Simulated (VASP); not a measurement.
Wanted: the native input for a VASP 6.6.1 run.

```
Task                   : relaxation of cell and atoms
Functional             : PBEsol
Potentials or basis    : VASP PAW PBE potentials, release 64 (Sc_sv)
Cutoff                 : 600 eV
k mesh                 : 15 × 15 × 7
Occupations            : methfessel-paxton, width 0.1 eV
Spin                   : no spin polarisation
Further INCAR settings : ALGO = Normal; EDIFF = 1e-06; IBRION = 2; EDIFFG = -0.01; NSW = 90; ISIF = 3
```

The structure of Sc lies in POSCAR:

```
Sc
1.0
    3.3090000000      0.0000000000      0.0000000000
   -1.6545000000      2.8656780611      0.0000000000
    0.0000000000      0.0000000000      5.2733000000
Sc
2
Direct
    0.3333333333      0.6666666667      0.2500000000
    0.6666666667      0.3333333333      0.7500000000
```

One way to write it, as run:

INCAR

```
  ALGO = Normal
  EDIFF = 1E-6
  EDIFFG = -0.01
  ENCUT = 600
  GGA = PS
  IBRION = 2
  ISIF = 3
  ISMEAR = 1
  LASPH = True
  LCHARG = False
  LREAL = False
  LWAVE = False
  NELM = 80
  NSW = 90
  PREC = Accurate
  SIGMA = 0.1
```

KPOINTS

```
k-points
0
Gamma
  15 15 7
```

Potentials or basis: VASP PAW PBE potentials, release 64 (Sc_sv).

Launch:

```console
$ cat potpaw_PBE.64/Sc_sv/POTCAR > POTCAR
$ mpirun -np 1 vasp_std > vasp.out
```

Results of the run:

```json
{
  "Relaxed volume": "23.64 Å³/atom",
  "Relaxed cell": "a = 3.280 Å, b = 3.280 Å, c = 5.074 Å, α = 90.00°, β = 90.00°, γ = 120.00°",
  "Space group after relaxing (to 0.05 Å)": "P6_3/mmc (No. 194)",
  "Energy gained by relaxing": "15.7 meV/atom",
  "Ionic steps": "6",
  "Pressure after relaxing": "0.1 GPa",
  "Band gap on the k mesh": "none (metal or under the smearing width)"
}
```

Caveat: the PAW data sets were made with another functional, which shifts forces and pressure a little.

Run time: 2.5 min on 1 thread of Intel(R) Xeon(R) 6975P-C (Granite Rapids) (shared host), peak memory 0.24 GiB.
